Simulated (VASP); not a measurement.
# BN: kernels and solvers of the Casida equation on one ground state

BN, F-43m (no. 216), 2 atoms in the cell. DDH, TDDFT by the Casida equation; PAW potentials N_GW, B_GW (PBE set).

## Input

INCAR.step1:
```
PREC = Accurate
ENCUT = 420
ISMEAR = 0
SIGMA = 0.02
EDIFF = 1E-8
LASPH = True
KPAR = 4
LWAVE = False
LCHARG = False
LEPSILON = True
LRPA = True
```

INCAR.step2:
```
PREC = Accurate
ENCUT = 420
ISMEAR = 0
SIGMA = 0.02
EDIFF = 1E-5
LASPH = True
KPAR = 4
LWAVE = True
LCHARG = False
NBANDS = 16
```

INCAR.step3:
```
PREC = Accurate
ENCUT = 420
ISMEAR = 0
SIGMA = 0.02
EDIFF = 1E-7
LASPH = True
KPAR = 4
LWAVE = True
LCHARG = False
LOPTICS = True
ALGO = Normal
NBANDS = 16
NEDOS = 2000
CSHIFT = 0.1
GGA = PE
LHFCALC = True
LMODELHF = True
AEXX = 0.2296
HFSCREEN = 1.7
ISTART = 1
PRECFOCK = Fast
```

INCAR.step4:
```
PREC = Accurate
ENCUT = 420
ISMEAR = 0
SIGMA = 0.02
EDIFF = 1E-7
LASPH = True
KPAR = 4
LWAVE = False
LCHARG = False
ALGO = TDHF
NBANDS = 16
NBANDSO = 4
NBANDSV = 4
IBSE = 2
NBSEEIG = 4
LHARTREE = True
LADDER = True
LFXC = False
ENCUTGW = 150
GGA = PE
LHFCALC = True
LMODELHF = True
AEXX = 0.2296
HFSCREEN = 1.7
ISTART = 1
PRECFOCK = Fast
ANTIRES = 0
OMEGAMAX = 25
CSHIFT = 0.15
NOMEGA = 1000
```

INCAR.step5, as INCAR.step4 but for:
```
- ANTIRES = 0
+ ANTIRES = 1
```

INCAR.step6 changes the same tag again: ANTIRES = 2.

INCAR.step7, as INCAR.step6 but for:
```
- LHARTREE = True
- LADDER = True
- ANTIRES = 2
+ LHARTREE = False
+ LADDER = False
+ ANTIRES = 0
```

INCAR.step8, as INCAR.step7 but for:
```
- LHARTREE = False
- ANTIRES = 0
+ LHARTREE = True
+ ANTIRES = 2
```

INCAR.step9, as INCAR.step8 but for:
```
- IBSE = 2
- LADDER = False
- ANTIRES = 2
+ IBSE = 3
+ LADDER = True
+ ANTIRES = 0
+ BSEPREC = High
```

INCAR.step10, as INCAR.step9 but for:
```
- IBSE = 3
- BSEPREC = High
+ IBSE = 1
```

INCAR.step11, as INCAR.step10 but for:
```
- IBSE = 1
+ IBSE = 0
```

INCAR.step12, as INCAR.step11 but for:
```
- IBSE = 0
+ IBSE = 2
+ LTRIPLET = True
```

INCAR.step13, as INCAR.step12 but for:
```
- LHARTREE = True
- LTRIPLET = True
+ LHARTREE = False
```

INCAR.step14, as INCAR.step13 but for:
```
- LHARTREE = False
- LFXC = False
+ LHARTREE = True
+ LFXC = True
```

INCAR.step15, as INCAR.step14 but for:
```
- KPAR = 4
- IBSE = 2
- LFXC = True
+ IBSE = 0
+ LFXC = False
```

KPOINTS.step1:
```
k-points
0
Gamma
  13 13 13
```

KPOINTS.step2:
```
k-points
0
Gamma
  6 6 6
```

POSCAR:
```
BN
1.0
    0.0000000000      1.8130010000      1.8130010000
    1.8130010000      0.0000000000      1.8130010000
    1.8130010000      1.8130010000      0.0000000000
N B
1 1
Direct
    0.2500000000      0.2500000000      0.2500000000
    0.0000000000      0.0000000000      0.0000000000
```

Commands (each step's output is kept before the next begins):
```
cat potpaw_PBE.64/N_GW/POTCAR potpaw_PBE.64/B_GW/POTCAR > POTCAR
cp INCAR.step1 INCAR
cp KPOINTS.step1 KPOINTS
mpirun -np 4 vasp_std > vasp.out
rm WAVECAR CHG
cp INCAR.step2 INCAR
cp KPOINTS.step2 KPOINTS
mpirun -np 4 vasp_std > vasp.out
cp INCAR.step3 INCAR
mpirun -np 4 vasp_std > vasp.out
cp INCAR.step4 INCAR
mpirun -np 4 vasp_std > vasp.out
cp INCAR.step5 INCAR
mpirun -np 4 vasp_std > vasp.out
cp INCAR.step6 INCAR
mpirun -np 4 vasp_std > vasp.out
cp INCAR.step7 INCAR
mpirun -np 4 vasp_std > vasp.out
cp INCAR.step8 INCAR
mpirun -np 4 vasp_std > vasp.out
cp INCAR.step9 INCAR
mpirun -np 4 vasp_std > vasp.out
cp INCAR.step10 INCAR
mpirun -np 4 vasp_std > vasp.out
cp INCAR.step11 INCAR
mpirun -np 4 vasp_std > vasp.out
cp INCAR.step12 INCAR
mpirun -np 4 vasp_std > vasp.out
cp INCAR.step13 INCAR
mpirun -np 4 vasp_std > vasp.out
cp INCAR.step14 INCAR
mpirun -np 4 vasp_std > vasp.out
cp INCAR.step15 INCAR
mpirun -np 1 vasp_std > vasp.out
```

## Result

- Direct gap on the mesh (eV): 11.56
- Gap on the mesh (eV): 6.58
- Bands: 16

One ground state, settings moved in the last step alone:

| Settings | ε at zero frequency | First excitation (eV) | First bright (eV) | Time (s) |
|---|---|---|---|---|
| LOPTICS | 3.80 | – | – | 25 |
| Hartree and ladder terms, Tamm-Dancoff | 3.98 | 10.826 | 10.833 | 10 |
| Hartree and ladder terms, ANTIRES 1 | 3.94 | 10.828 | 10.839 | 12 |
| Hartree and ladder terms, ANTIRES 2 | 3.94 | 10.826 | 10.833 | 16 |
| independent particles | 3.58 | 11.558 | 11.558 | 5 |
| RPA: Hartree term alone, ANTIRES 2 | 3.42 | 11.560 | 11.564 | 12 |
| Lanczos (IBSE 3) | 3.98 | – | – | 8 |
| time evolution (IBSE 1) | 3.94 | – | – | 16 |
| KPAR with the old driver (IBSE 0) | – | – | – | no result |
| triplet | – | 10.807 | – | 7 |
| ladder without the Hartree term | 4.10 | 10.807 | 10.807 | 6 |
| with the local kernel | 4.00 | 10.823 | 10.829 | 9 |
| old driver (IBSE 0) on one core | 3.98 | 10.826 | 10.833 | 26 |

Make-up of the lowest excitation, one of several of nearly equal energy, so its shares depend on the choice among them:

| k point | From band | To band | Share |
|---|---|---|---|
| 0.000 0.000 0.000 | 3 | 6 | 0.42 |
| 0.000 0.000 0.000 | 4 | 7 | 0.42 |
| 0.000 0.000 0.000 | 4 | 5 | 0.04 |
| 0.000 0.000 0.000 | 2 | 6 | 0.04 |
| 0.000 0.000 0.000 | 3 | 5 | 0.01 |
| 0.000 0.000 0.000 | 4 | 6 | 0.01 |

AEXX = 0.2296 is one over the ε of the first step (4.4), and HFSCREEN = 1.7 comes from a published table.

Limits: The 6×6×6 mesh is coarse for a spectrum: peaks stand apart that a denser mesh merges; the pairs hold 4 valence and 4 conduction bands, and what lies beyond is missing from ε.

VASP 6.6.1 took 177 s on 4 cores (Intel Xeon Platinum 8488C (Sapphire Rapids)), a shared host.
